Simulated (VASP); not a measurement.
# C (Fd-3m) in VASP: notebook

The runs below take C through relaxation of cell and atoms, with PBEsol, RPBE.

Everything below comes from runs of VASP 6.6.1. Logs are shortened: lines on timing, memory, paths and dates and some standing lists are left out, and cuts for length are marked.

## Step 1: The structure

It takes space group Fd-3m (No. 227, cubic). Conventional cell: a = 3.567 Å, b = 3.567 Å, c = 3.567 Å, α = 90.00°, β = 90.00°, γ = 90.00°. Around C (site symmetry -43m) lie 4 C at 1.54 Å.

This isn't the form of C at room conditions, which is graphite.

## Step 2: Relaxation of cell and atoms, PBEsol

INCAR

```
SYSTEM = C
ALGO     = Normal         ! electronic algorithm
EDIFF    = 1E-7           ! SCF threshold, eV
EDIFFG   = -0.005         ! ionic threshold
ENCUT    = 480            ! plane-wave cutoff, eV
GGA      = PS             ! functional
IBRION   = 2              ! ionic algorithm
ISIF     = 3              ! what is computed and relaxed
ISMEAR   = 0              ! smearing method
LASPH    = .True.         ! aspherical terms in the spheres
LCHARG   = .False.        ! write CHGCAR
LREAL    = .False.        ! projectors in reciprocal space
LWAVE    = .False.        ! write WAVECAR
NELM     = 60             ! most SCF steps
NSW      = 90             ! ionic steps
PREC     = Accurate       ! precision mode
SIGMA    = 0.02           ! smearing width, eV
```

KPOINTS

```
k-points
0
Gamma
  12 12 12
  0 0 0
```

POSCAR

```
C
1.0
    0.0000000000      1.7834000000      1.7834000000
    1.7834000000      0.0000000000      1.7834000000
    1.7834000000      1.7834000000      0.0000000000
C
2
Direct
    0.5000000000      0.5000000000      0.5000000000
    0.7500000000      0.7500000000      0.7500000000
```

Potentials or basis: VASP PAW PBE potentials, release 64 (C_s).

Run with:

```console
> cat potpaw_PBE.64/C_s/POTCAR > POTCAR
> mpirun -np 1 vasp_std > vasp.out
```

OUTCAR:

```text
SYSTEM = C
   EDIFF = 1E-7
   EDIFFG = -0.005
   ENCUT = 480
   GGA = PS
   IBRION = 2
   ISIF = 3
   ISMEAR = 0
   LASPH = .True.
   LREAL = .False.
   NELM = 60
   NSW = 90
   PREC = Accurate

 ion  position               nearest neighbor table
   1  0.500  0.500  0.500-   2 1.54   2 1.54   2 1.54   2 1.54
   2  0.750  0.750  0.750-   1 1.54   1 1.54   1 1.54   1 1.54

  LATTYP: Found a face centered cubic cell.
 ALAT       =     3.5668000000

  Lattice vectors:

 A1 = (   0.0000000000,   1.7834000000,   1.7834000000)
 A2 = (   1.7834000000,   0.0000000000,   1.7834000000)
 A3 = (   1.7834000000,   1.7834000000,   0.0000000000)

Analysis of symmetry for initial positions (statically):
=====================================================================
 Subroutine PRICEL returns:
 Original cell was already a primitive cell.

 Routine SETGRP: Setting up the symmetry group for a
 face centered cubic supercell.

 Subroutine GETGRP returns: Found 48 space group operations
 (whereof 24 operations were pure point group operations)
 out of a pool of 48 trial point group operations.

The static configuration has the point symmetry T_d .
 The point group associated with its full space group is O_h .

Analysis of symmetry for dynamics (positions and initial velocities):
=====================================================================
 Subroutine PRICEL returns:
 Original cell was already a primitive cell.

 Routine SETGRP: Setting up the symmetry group for a
 face centered cubic supercell.

 Subroutine GETGRP returns: Found 48 space group operations
 (whereof 24 operations were pure point group operations)
 out of a pool of 48 trial point group operations.

The dynamic configuration has the point symmetry T_d .
 The point group associated with its full space group is O_h .

 Subroutine INISYM returns: Found 48 space group operations
 (whereof 24 operations are pure point group operations),
 and found     1 'primitive' translations

----------------------------------------------------------------------------------------

                                     Primitive cell

  volume of cell :      11.3443

  direct lattice vectors                    reciprocal lattice vectors
     0.000000000  1.783400000  1.783400000    -0.280363351  0.280363351  0.280363351
     1.783400000  0.000000000  1.783400000     0.280363351 -0.280363351  0.280363351
     1.783400000  1.783400000  0.000000000     0.280363351  0.280363351 -0.280363351

  length of vectors
     2.522108467  2.522108467  2.522108467     0.485603568  0.485603568  0.485603568

  position of ions in fractional coordinates (direct lattice)
     0.500000000  0.500000000  0.500000000
     0.750000000  0.750000000  0.750000000

  ion indices of the primitive-cell ions
   primitive index   ion index
                 1           1
                 2           2

----------------------------------------------------------------------------------------

 KPOINTS: k-points

Automatic generation of k-mesh.
 Grid dimensions read from file:
 generate k-points for:   12   12   12

 Generating k-lattice:

  Cartesian coordinates                     Fractional coordinates (reciprocal lattice)
    -0.023363613  0.023363613  0.023363613     0.083333333  0.000000000  0.000000000
     0.023363613 -0.023363613  0.023363613     0.000000000  0.083333333  0.000000000
     0.023363613  0.023363613 -0.023363613     0.000000000  0.000000000  0.083333333

  Length of vectors
     0.040466964  0.040466964  0.040466964

  Shift w.r.t. Gamma in fractional coordinates (k-lattice)
     0.000000000  0.000000000  0.000000000

 Subroutine IBZKPT returns following result:
 ===========================================

 Found     72 irreducible k-points:

 Following reciprocal coordinates:
            Coordinates               Weight
  0.000000  0.000000  0.000000      1.000000
  0.083333  0.000000  0.000000      8.000000
  0.166667  0.000000  0.000000      8.000000
  0.250000  0.000000  0.000000      8.000000
  0.333333  0.000000  0.000000      8.000000
  0.416667  0.000000  0.000000      8.000000
[... 16 lines left out ...]
  0.500000  0.166667  0.000000     24.000000
 -0.416667  0.166667  0.000000     24.000000
 [... further k-points ...]
   k-points           NKPTS =     72   k-points in BZ     NKDIM =     72   number of bands    NBANDS=      8
   number of dos      NEDOS =    301   number of ions     NIONS =      2
   total plane-waves  NPLWV =   5832
   dimension x,y,z NGX =    18 NGY =   18 NGZ =   18
   dimension x,y,z NGXF=    36 NGYF=   36 NGZF=   36
   ions per type =               2
   NGX,Y,Z   is equivalent  to a cutoff of  11.86, 11.86, 11.86 a.u.
   NGXF,Y,Z  is equivalent  to a cutoff of  23.73, 23.73, 23.73 a.u.
 SYSTEM =  C
   PREC   = accura    normal or accurate (medium, high low for compatibility)
   ISTART =      0    job   : 0-new  1-cont  2-samecut
   ICHARG =      2    charge: 1-file 2-atom 10-const
   ISPIN  =      1    spin polarized calculation?
   LNONCOLLINEAR =      F non collinear calculations
   LSORBIT =      F    spin-orbit coupling
   LASPH  =      T    aspherical Exc in radial PAW
   ENCUT  =  480.0 eV  35.28 Ry    5.94 a.u.   4.51  4.51  4.51*2*pi/ulx,y,z
   NELM   =     60;   NELMIN=  2; NELMDL= -5     # of ELM steps
   EDIFF  = 0.1E-06   stopping-criterion for ELM
   LREAL  =      F    real-space projection
   EDIFFG = -.5E-02   stopping-criterion for IOM
   NSW    =     90    number of steps for IOM
   IBRION =      2    ionic relax: 0-MD 1-quasi-New 2-CG
   NFREE  =      1    steps in history (QN), initial steepest desc. (CG)
   ISIF   =      3    stress and relaxation
   ISYM   =      2    0-nonsym 1-usesym 2-fastsym
   POTIM  = 0.5000    time-step for ionic-motion
   TEBEG  =    0.0;   TEEND  =   0.0 temperature during run
   PSTRESS=    0.0 pullay stress
   NELECT =       8.0000    total number of electrons
   NUPDOWN=      -1.0000    fix difference up-down
   EMIN   =  10.00;   EMAX   =-10.00  energy-range for DOS
   EFERMI =   0.00;   METHOD = LEGACY
   ISMEAR =     0;   SIGMA  =   0.02  broadening in eV -4-tet -1-fermi 0-gaus
   EFERMI_NEDOS =   21; number of points for ismear=-14 and -15
   IALGO  =     38    algorithm
   IMIX   =      4    mixing-type and parameters
     AMIX     =   0.40;   BMIX     =  1.00
     AMIX_MAG =   1.60;   BMIX_MAG =  1.00
  volume/ion in A,a.u.               =       5.67        38.28
  Fermi-wavevector in a.u.,A,eV,Ry     =   1.457178  2.753668 28.890189  2.123369
  Thomas-Fermi vector in A             =   2.574010
   LORBIT       =      0    0 simple, 1 ext, 2 COOP (PROOUT), +10 PAW based schemes
   GGA     = PS    functional components
   LHFCALC =     F    Hartree Fock is set to
   AEXX    =    0.0000 exact exchange contribution
   IVDW    =     0    specifies the selected vdW correction
   LEPSILON=     F    determine dielectric tensor
   LRPA    =     F    only Hartree local field effects (RPA)
 conjugate gradient relaxation of ions
 non-spin polarized calculation
 Gauss-broadening in eV      SIGMA  =   0.02
  energy-cutoff  :      480.00
  volume of cell :       11.34
 maximum number of plane-waves:       290
 NGX is ok and might be reduce to    18
   NGX =  9   NGY =  9   NGZ =  9

--------------------------------------- Ionic step        1  -------------------------------------------

 number of electron       7.9999999 magnetization

 Free energy of the ion-electron system (eV)
  ---------------------------------------------------
  ext. energy  EPLUGINS =         0.00000000
  ---------------------------------------------------
  free energy    TOTEN  =       -19.21847179 eV

  energy without entropy =      -19.21847179  energy(sigma->0) =      -19.21847179

------------------------ aborting loop because EDIFF is reached ----------------------------------------

  FORCE on cell =-STRESS in cart. coord.  units (eV):
  Direction    XX          YY          ZZ          XY          YZ          ZX
  --------------------------------------------------------------------------------------
  -------------------------------------------------------------------------------------
  Total       -0.2128693     -0.2128693     -0.2128693      0.0000000      0.0000000      0.0000000
  in kB      -30.0640351    -30.0640351    -30.0640351      0.0000000      0.0000000      0.0000000
  external PRESSURE =     -30.0640351 kB  Pullay stress =       0.0000000 kB
[... 57 lines left out ...]
  energy  without entropy=      -19.2179743180  energy(sigma->0) =      -19.21797432

--------------------------------------- Ionic step        3  -------------------------------------------

 number of electron       7.9999999 magnetization

 Free energy of the ion-electron system (eV)
  ---------------------------------------------------
  ext. energy  EPLUGINS =         0.00000000
  ---------------------------------------------------
  free energy    TOTEN  =       -19.21919026 eV

  energy without entropy =      -19.21919026  energy(sigma->0) =      -19.21919026

 E-fermi :  11.4666     XC(G=0): -13.4370

 val. band max:       11.3079197482   @ k =   0.0000   0.0000   0.0000
 cond. band min:      15.3711147336   @ k =   0.3333   0.3333   0.0000
 fundamental gap:      4.0631949853
 Fermi energy:        11.4666338371

 k-point     1 :       0.0000    0.0000    0.0000
  band No.  band energies     occupation
      1     -10.3134      2.00000
      2      11.3079      2.00000
      3      11.3079      2.00000
      4      11.3079      2.00000
      5      16.8591      0.00000
      6      16.8591      0.00000
      7      16.8591      0.00000
      8      24.8260      0.00000
[... 243 lines left out ...]
 k-point    24 :      -0.4167    0.1667    0.0000
  band No.  band energies     occupation
      1      -4.0454      2.00000
      2      -1.3763      2.00000
      3       5.7701      2.00000
      4       7.6667      2.00000
      5      18.7717      0.00000
      6      21.5235      0.00000
      7      22.5825      0.00000
      8      26.7049      0.00000

 [... further k-points ...]
[... 5 lines left out ...]
  --------------------------------------------------------------------------------------
  -------------------------------------------------------------------------------------
  Total       -0.0004845     -0.0004845     -0.0004845     -0.0000000     -0.0000000      0.0000000
  in kB       -0.0688882     -0.0688882     -0.0688882     -0.0000000     -0.0000000      0.0000000
  external PRESSURE =      -0.0688882 kB  Pullay stress =       0.0000000 kB
[... 17 lines left out ...]
  FREE ENERGIE OF THE ION-ELECTRON SYSTEM (eV)
  ---------------------------------------------------
  free  energy   TOTEN  =       -19.2191902593 eV

  energy  without entropy=      -19.2191902593  energy(sigma->0) =      -19.21919026

 reached required accuracy - stopping structural energy minimisation
```

Run time: 6 s. Hardware: 1 thread of Intel Xeon Platinum 8559C (Emerald Rapids), shared host; peak memory 0.11 GiB.

What came out:

| Property | Result |
| --- | --- |
| Free energy | -19.2192 eV |
| Relaxed volume | 5.63 Å³/atom |
| Relaxed cell | a = 2.516 Å, b = 2.516 Å, c = 2.516 Å, α = 60.00°, β = 60.00°, γ = 60.00° |
| Space group after relaxing (to 0.05 Å) | Fd-3m (No. 227) |
| Energy gained by relaxing | 0.4 meV/atom |
| Ionic steps | 3 |
| Pressure after relaxing | 0.0 GPa |
| Band gap on the k mesh | 4.06 eV, indirect (least direct gap 5.55 eV) |

The path:
| step | energy change (eV) | largest force (eV/Å) | pressure (GPa) | volume (Å³) |
| --- | --- | --- | --- | --- |
| 1 | 0.0000 | 0.0000 | -3.01 | 11.34 |
| 2 | 0.0005 | 0.0000 | 4.00 | 11.17 |
| 3 | -0.0007 | 0.0000 | -0.01 | 11.27 |

Final structure:
```yaml
crystal:
  lattice:
    - [0.00000, 1.77942, 1.77942]
    - [1.77942, 0.00000, 1.77942]
    - [1.77942, 1.77942, 0.00000]
  atoms:
    - { symbol: C, position: [0.50000, 0.50000, 0.50000] }
    - { symbol: C, position: [0.75000, 0.75000, 0.75000] }
```

Levels at points of the mesh, in eV from the valence-band top:
| k point | band 2 | band 3 | band 4 | band 5 | band 6 | band 7 |
| --- | --- | --- | --- | --- | --- | --- |
| (0.00, 0.00, 0.00) | 0.00 | 0.00 | 0.00 | 5.55 | 5.55 | 5.55 |
| (0.50, 0.00, 0.00) | -13.56 | -2.84 | -2.84 | 8.42 | 8.42 | 8.95 |
| (0.50, 0.50, 0.00) | -12.83 | -6.39 | -6.39 | 4.64 | 4.64 | 16.85 |

Caveat: the PAW data sets were made with another functional, which shifts forces and pressure a little. A k mesh can miss the band edges.

## Step 3: Relaxation of cell and atoms, RPBE

Edit INCAR of step 2 so:

```diff
@@ -4,4 +4,4 @@
 EDIFFG   = -0.005         ! ionic threshold
-ENCUT    = 480            ! plane-wave cutoff, eV
-GGA      = PS             ! functional
+ENCUT    = 600            ! plane-wave cutoff, eV
+GGA      = RP             ! functional
 IBRION   = 2              ! ionic algorithm
```

KPOINTS is that of step 2.

POSCAR is that of step 2.

Potentials or basis: VASP PAW PBE potentials, release 64 (C).

Run with:

```console
> cat potpaw_PBE.64/C/POTCAR > POTCAR
> mpirun -np 1 vasp_std > vasp.out
```

Run time: 7.7 s. Hardware: 1 thread of Intel Xeon Platinum 8559C (Emerald Rapids), shared host; peak memory 0.11 GiB.

It converged, with:

* Free energy: -17.2394 eV
* Relaxed volume: 5.77 Å³/atom
* Relaxed cell: a = 2.537 Å, b = 2.537 Å, c = 2.537 Å, α = 60.00°, β = 60.00°, γ = 60.00°
* Space group after relaxing (to 0.05 Å): Fd-3m (No. 227)
* Energy gained by relaxing: 2.4 meV/atom
* Ionic steps: 3
* Pressure after relaxing: 0.0 GPa
* Band gap on the k mesh: 4.11 eV, indirect (least direct gap 5.54 eV)

The path:
| step | energy change (eV) | largest force (eV/Å) | pressure (GPa) | volume (Å³) |
| --- | --- | --- | --- | --- |
| 1 | 0.0000 | 0.0000 | 7.72 | 11.34 |
| 2 | 0.0020 | 0.0000 | -8.60 | 11.80 |
| 3 | -0.0048 | 0.0000 | -0.02 | 11.55 |

Final structure:
```
C
1.0
     0.00000    1.79408    1.79408
     1.79408    0.00000    1.79408
     1.79408    1.79408    0.00000
C
2
Direct
  0.50000 0.50000 0.50000
  0.75000 0.75000 0.75000
```

Levels at points of the mesh, in eV from the valence-band top:
| k point | band 1 | band 2 | band 3 | band 4 | band 5 | band 6 | band 7 | band 8 |
| --- | --- | --- | --- | --- | --- | --- | --- | --- |
| (0.00, 0.00, 0.00) | -21.31 | 0.00 | 0.00 | 0.00 | 5.54 | 5.54 | 5.54 | 12.86 |
| (0.50, 0.00, 0.00) | -15.66 | -13.20 | -2.76 | -2.76 | 8.40 | 8.40 | 8.55 | 15.64 |
| (0.50, 0.50, 0.00) | -12.71 | -12.71 | -6.21 | -6.21 | 4.72 | 4.72 | 16.62 | 16.62 |

Caveat: the PAW data sets were made with another functional, which shifts forces and pressure a little. A hybrid or GW would open this gap; RPBE tends to underestimate it.
